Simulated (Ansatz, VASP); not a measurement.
**Mo: VASP beside Ansatz**

```
Mo
1.0
     2.73551    0.00000    0.00000
    -1.36776    2.36902    0.00000
     0.00000    0.00000    2.51685
Mo
1
Direct
  0.00000 0.00000 0.50000
```

Change from the starting cell: strain +0.000 along x and y, -0.015 along z, atoms carried along.

Alike in both runs: task single point; functional PBEsol; k mesh 18 × 18 × 18; occupations gaussian, width 0.15 eV; no spin polarisation.

```csv
,VASP,Ansatz
version,VASP 6.6.1,Ansatz 0.2.0
potentials or method,"VASP PAW PBE potentials, release 64 (Mo_sv)","scalar-relativistic, plane waves, PAW"
plane-wave cutoff (eV),520,420
valence electrons in the cell,14,14
```

Ansatz gave:

```
gap on the k mesh at the Fermi level (eV)       : none
pressure (GPa)                                  : -0.5
largest component of the traceless stress (GPa) : 1.90
```

**Question.** Which values does VASP return?

**Answer.** gap on the k mesh at the Fermi level (eV): none; pressure (GPa): 0.0; largest component of the traceless stress (GPa): 1.73.

A gap of «none» marks a metal or a gap that the smearing closes. The functional is the same, so the differences come from potentials, cutoffs and numerics.

Caveats: the PAW data sets were made with another functional, which shifts forces and pressure a little (VASP).
